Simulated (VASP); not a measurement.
# Ru (P6_3/mmc) in VASP: a series of runs

One crystal, Ru, is run at these levels: PBE; tasks: optical spectrum, elastic constants.

All numbers are computed with VASP 6.6.1; they aren't measurements. Logs are shortened: lines on timing, memory, paths and dates and some standing lists are left out, and cuts for length are marked.

### Step 1. The structure

Symmetry: P6_3/mmc, No. 194, hexagonal system. The conventional cell has a = 2.688 Å, b = 2.688 Å, c = 4.255 Å, α = 90.00°, β = 90.00°, γ = 120.00°. Ru (site symmetry -6m2) is surrounded by 12 Ru at 2.63 to 2.69 Å.

### Step 2. Optical spectrum, PBE

INCAR reads:

```
PREC = Accurate
ENCUT = 520
EDIFF = 1E-6
ISMEAR = 0
SIGMA = 0.05
LREAL = False
LASPH = True
NELM = 80
ALGO = Normal
ISIF = 2
LWAVE = False
LCHARG = False
GGA = PE
LOPTICS = True
NBANDS = 62
NEDOS = 3000
CSHIFT = 0.05
WPLASMAI = 0
KPAR = 4
```

KPOINTS reads:

```
Automatic mesh
0
Gamma
  30 30 17
```

POSCAR reads:

```
Ru                                      
1.0
    2.6879024158      0.0000000000     -0.0000000000
   -1.3439512079      2.3277917750      0.0000000000
    0.0000000000      0.0000000000      4.2552087736
  Ru            
     2
Direct
     0.3333333332999970    0.6666666667000030    0.2500000000000000
     0.6666666667000030    0.3333333332999970    0.7500000000000000
```

Potentials or basis: VASP PAW PBE potentials, release 64 (Ru_pv).

Started as:

```sh
cat potpaw_PBE.64/Ru_pv/POTCAR > POTCAR
mpirun -np 4 vasp_std > vasp.out
```

OUTCAR:

```text
PREC = Accurate
   ENCUT = 520
   EDIFF = 1E-6
   ISMEAR = 0
   LREAL = False
   LASPH = True
   NELM = 80
   ISIF = 2
   GGA = PE

 ion  position               nearest neighbor table
   1  0.333  0.667  0.250-   2 2.63   2 2.63   2 2.63   2 2.63   2 2.63   2 2.63
   2  0.667  0.333  0.750-   1 2.63   1 2.63   1 2.63   1 2.63   1 2.63   1 2.63

  LATTYP: Found a hexagonal cell.
 ALAT       =     2.6879024158
 C/A-ratio  =     1.5830964504

  Lattice vectors:

 A1 = (   2.6879024158,   0.0000000000,   0.0000000000)
 A2 = (  -1.3439512079,   2.3277917750,   0.0000000000)
 A3 = (   0.0000000000,   0.0000000000,   4.2552087736)

Analysis of symmetry for initial positions (statically):
=====================================================================
 Subroutine PRICEL returns:
 Original cell was already a primitive cell.

 Routine SETGRP: Setting up the symmetry group for a
 hexagonal supercell.

 Subroutine GETGRP returns: Found 24 space group operations
 (whereof 12 operations were pure point group operations)
 out of a pool of 24 trial point group operations.

The static configuration has the point symmetry D_3d.
 The point group associated with its full space group is D_6h.

Analysis of symmetry for dynamics (positions and initial velocities):
=====================================================================
 Subroutine PRICEL returns:
 Original cell was already a primitive cell.

 Routine SETGRP: Setting up the symmetry group for a
 hexagonal supercell.

 Subroutine GETGRP returns: Found 24 space group operations
 (whereof 12 operations were pure point group operations)
 out of a pool of 24 trial point group operations.

The dynamic configuration has the point symmetry D_3d.
 The point group associated with its full space group is D_6h.

 Subroutine INISYM returns: Found 24 space group operations
 (whereof 12 operations are pure point group operations),
 and found     1 'primitive' translations

----------------------------------------------------------------------------------------

                                     Primitive cell

  volume of cell :      26.6243

  direct lattice vectors                    reciprocal lattice vectors
     2.687902416  0.000000000  0.000000000     0.372037316  0.214795844  0.000000000
    -1.343951208  2.327791775  0.000000000     0.000000000  0.429591689  0.000000000
     0.000000000  0.000000000  4.255208774     0.000000000  0.000000000  0.235006096

  length of vectors
     2.687902416  2.687902416  4.255208774     0.429591689  0.429591689  0.235006096

  position of ions in fractional coordinates (direct lattice)
     0.333333333  0.666666667  0.250000000
     0.666666667  0.333333333  0.750000000

  ion indices of the primitive-cell ions
   primitive index   ion index
                 1           1
                 2           2

----------------------------------------------------------------------------------------

 KPOINTS: Automatic mesh

Automatic generation of k-mesh.
 Grid dimensions read from file:
 generate k-points for:   30   30   17

 Generating k-lattice:

[... 76 lines left out ...]
   ISMEAR =     0;   SIGMA  =   0.05  broadening in eV -4-tet -1-fermi 0-gaus
   EFERMI_NEDOS =   21; number of points for ismear=-14 and -15
   IALGO  =     38    algorithm
   IMIX   =      4    mixing-type and parameters
     AMIX     =   0.40;   BMIX     =  1.00
     AMIX_MAG =   1.60;   BMIX_MAG =  1.00
  volume/ion in A,a.u.               =      13.31        89.83
  Fermi-wavevector in a.u.,A,eV,Ry     =   1.664823  3.146059 37.710382  2.771635
  Thomas-Fermi vector in A             =   2.751300
   LORBIT       =      0    0 simple, 1 ext, 2 COOP (PROOUT), +10 PAW based schemes
   GGA     = PE    functional components
   LHFCALC =     F    Hartree Fock is set to
   AEXX    =    0.0000 exact exchange contribution
   IVDW    =     0    specifies the selected vdW correction
   LEPSILON=     F    determine dielectric tensor
   LRPA    =     F    only Hartree local field effects (RPA)
 non-spin polarized calculation
 Gauss-broadening in eV      SIGMA  =   0.05
  energy-cutoff  :      520.00
  volume of cell :       26.62
 maximum number of plane-waves:       738
 NGX is ok and might be reduce to    20
   NGX =  9   NGY =  9   NGZ = 15

 number of electron      27.9999997 magnetization

 Free energy of the ion-electron system (eV)
  ---------------------------------------------------
  ext. energy  EPLUGINS =         0.00000000
  ---------------------------------------------------
  free energy    TOTEN  =       -18.43804355 eV

  energy without entropy =      -18.43605853  energy(sigma->0) =      -18.43705104

 E-fermi :  13.2238     XC(G=0): -14.2431

 val. band max:       13.2229453740   @ k =   0.3000   0.1333   0.2353
 cond. band min:      13.2244388176   @ k =   0.1667   0.1333   0.2353
 fundamental gap:      0.0014934436
 Fermi energy:        13.2237546496

 k-point     1 :       0.0000    0.0000    0.0000
  band No.  band energies     occupation
      1     -30.5238      2.00000
      2     -29.5314      2.00000
      3     -29.5314      2.00000
      4     -29.3510      2.00000
      5     -29.3510      2.00000
      6     -29.3054      2.00000
[... 685 lines left out ...]
     25      33.0110      0.00000
     26      33.1890      0.00000

 [... further k-points ...]

 [bands above 26 left out]

------------------------ aborting loop because EDIFF is reached ----------------------------------------

  FORCE on cell =-STRESS in cart. coord.  units (eV):
  Direction    XX          YY          ZZ          XY          YZ          ZX
  --------------------------------------------------------------------------------------
  -------------------------------------------------------------------------------------
  Total        1.9340023      1.9340023      1.7148392      0.0000000      0.0000000      0.0000000
  in kB      116.3828733    116.3828733    103.1942491      0.0000000      0.0000000      0.0000000
  external PRESSURE =     111.9866652 kB  Pullay stress =       0.0000000 kB

 VOLUME and BASIS-vectors are now :
 -----------------------------------------------------------------------------
  energy-cutoff  :      520.00
  volume of cell :       26.62
      direct lattice vectors                 reciprocal lattice vectors
     2.687902416  0.000000000  0.000000000     0.372037316  0.214795844  0.000000000
    -1.343951208  2.327791775  0.000000000     0.000000000  0.429591689  0.000000000
     0.000000000  0.000000000  4.255208774     0.000000000  0.000000000  0.235006096

 POSITION                                       TOTAL-FORCE (eV/Angst)
 -----------------------------------------------------------------------------------
     -0.00000      1.55186      1.06380         0.000000     -0.000000      0.000000
      1.34395      0.77593      3.19141        -0.000000      0.000000      0.000000
 -----------------------------------------------------------------------------------
    total drift:                               -0.000000      0.000000     -0.000000

  FREE ENERGIE OF THE ION-ELECTRON SYSTEM (eV)
  ---------------------------------------------------
  free  energy   TOTEN  =       -18.4380435454 eV

  energy  without entropy=      -18.4360585293  energy(sigma->0) =      -18.43705104

 electrical conductivity sigma (Mega S m-1) (frequency dependency in vasprun.xml)
  --------------------------------------------------------------------------------------
       0.167       0.000       0.000
       0.000       0.167      -0.000
       0.000       0.000       0.216

  frequency dependent IMAGINARY DIELECTRIC FUNCTION (independent particle, no local field effects) density-density
     E(ev)      X         Y         Z        XY        YZ        ZX
  --------------------------------------------------------------------------------------------------------------
     0.00000     0.00000     0.00000     0.00000     0.00000     0.00000     0.00000
     1.40811    32.27356    32.27356    44.02645    -0.00000    -0.00000     0.00000
     2.81621    41.74192    41.74192    24.07512     0.00000    -0.00000    -0.00000
     4.22432    11.06060    11.06060    17.65866    -0.00000    -0.00000    -0.00000
     5.63242     5.72564     5.72564     5.41413     0.00000     0.00000    -0.00000
     7.04053     2.60984     2.60984     2.93652     0.00000     0.00000     0.00000
[... 92 lines left out ...]
   137.99429     0.00006     0.00006     0.00006     0.00000     0.00000    -0.00000
   139.40240     0.00006     0.00006     0.00006     0.00000     0.00000    -0.00000

  frequency dependent      REAL DIELECTRIC FUNCTION (independent particle, no local field effects) density-density
     E(ev)        X           Y           Z          XY          YZ          ZX
  --------------------------------------------------------------------------------------------------------------
     0.00000   144.14513   144.14513   165.05667    -0.00000     0.00000    -0.00000
     1.40811    54.32724    54.32724    21.81317     0.00000    -0.00000    -0.00000
     2.81621    -8.37183    -8.37183    -4.47416    -0.00000    -0.00000     0.00000
     4.22432   -12.76372   -12.76372   -15.73671    -0.00000     0.00000    -0.00000
     5.63242    -7.30777    -7.30777    -7.37742     0.00000     0.00000    -0.00000
     7.04053    -4.18569    -4.18569    -3.66725    -0.00000    -0.00000     0.00000
[... 92 lines left out ...]
   137.99429     0.92670     0.92670     0.92769    -0.00000    -0.00000     0.00000
   139.40240     0.92833     0.92833     0.92930    -0.00000    -0.00000     0.00000

  frequency dependent IMAGINARY DIELECTRIC FUNCTION (independent particle, no local field effects) current-current
     E(ev)      X         Y         Z        XY        YZ        ZX
  --------------------------------------------------------------------------------------------------------------
     0.00000   284.72644   284.72644   310.13062     0.00000    -0.00000    -0.00000
     1.40811    36.11386    36.11386    45.49030    -0.00000     0.00000     0.00000
     2.81621    41.37896    41.37896    23.87161    -0.00000    -0.00000    -0.00000
     4.22432    10.72529    10.72529    17.23376    -0.00000     0.00000    -0.00000
     5.63242     5.57348     5.57348     5.26121    -0.00000     0.00000    -0.00000
     7.04053     2.53507     2.53507     2.87085    -0.00000     0.00000     0.00000
[... 92 lines left out ...]
   137.99429     0.00001     0.00001     0.00001     0.00000     0.00000     0.00000
   139.40240     0.00001     0.00001     0.00001     0.00000     0.00000     0.00000

  frequency dependent      REAL DIELECTRIC FUNCTION (independent particle, no local field effects) current-current
     E(ev)        X           Y           Z          XY          YZ          ZX
  --------------------------------------------------------------------------------------------------------------
     0.00000    15.28110    15.28110    59.78996    -0.00000     0.00000     0.00000
     1.40811    52.17214    52.17214    18.81009     0.00000     0.00000    -0.00000
     2.81621    -9.82070    -9.82070    -5.25058     0.00000    -0.00000     0.00000
     4.22432   -12.99280   -12.99280   -16.12980    -0.00000    -0.00000     0.00000
     5.63242    -7.39814    -7.39814    -7.46109     0.00000    -0.00000     0.00000
     7.04053    -4.21433    -4.21433    -3.70102    -0.00000    -0.00000     0.00000
[... 92 lines left out ...]
   137.99429     0.92672     0.92672     0.92771    -0.00000    -0.00000     0.00000
   139.40240     0.92834     0.92834     0.92932    -0.00000    -0.00000     0.00000
```

Run time: 1.7 min. Hardware: 4 MPI ranks of Intel Xeon 6975P-C (Granite Rapids), shared host; peak memory 1.5 GiB.

Results:

```yaml
Free_energy: -18.4380 eV
Pressure: 11.2 GPa
Band_gap_on_the_k_mesh: none (metal or under the smearing width)
```

Stress tensor (GPa, compression positive):
```
11.64  0.00  0.00
 0.00 11.64  0.00
 0.00  0.00 10.32
```

Levels at points of the mesh, in eV from the Fermi level:
| k point | band 11 | band 12 | band 13 | band 14 | band 15 | band 16 | band 17 | band 18 |
| --- | --- | --- | --- | --- | --- | --- | --- | --- |
| (0.00, 0.00, 0.00) | -2.52 | -2.00 | -2.00 | -1.45 | -1.45 | 1.20 | 1.20 | 1.29 |
| (0.50, 0.00, 0.00) | -2.15 | -1.84 | -1.58 | 1.45 | 1.88 | 1.96 | 4.15 | 6.25 |

Dielectric function (mean over the directions given):
```csv
energy (eV),real part,imaginary part
0.28,50.07,25.25
0.75,62.59,29.75
1.22,38.11,29.05
1.78,38.11,49.99
2.25,4.27,61.16
2.72,-7.62,37.46
3.29,-15.87,31.11
3.75,-12.96,18.98
4.32,-12.30,11.74
4.79,-10.13,10.23
5.26,-8.51,6.58
5.82,-6.34,4.91
6.29,-5.52,4.21
6.85,-4.45,3.05
7.32,-3.55,2.40
7.79,-2.81,1.79
8.35,-1.73,1.50
8.82,-1.12,1.17
9.29,-0.61,1.08
9.86,0.06,1.05
10.33,0.54,1.09
10.89,1.02,1.18
11.36,1.40,1.49
11.83,1.26,1.71
12.39,1.37,1.85
12.86,1.26,2.00
13.42,1.56,1.97
13.89,1.37,1.92
14.36,1.61,2.01
14.93,1.71,2.12
15.40,1.92,2.10
15.86,2.12,2.30
16.43,2.43,2.74
16.90,2.22,3.15
17.46,2.57,4.17
17.93,0.82,5.10
18.40,-0.02,3.80
18.96,-0.26,3.66
19.43,-0.51,3.45
20.00,-0.72,3.15
```

Caveat: independent-particle spectra lack excitons; the intraband (Drude) part of a metal's response may be missing.

[end of part 1 of 2]
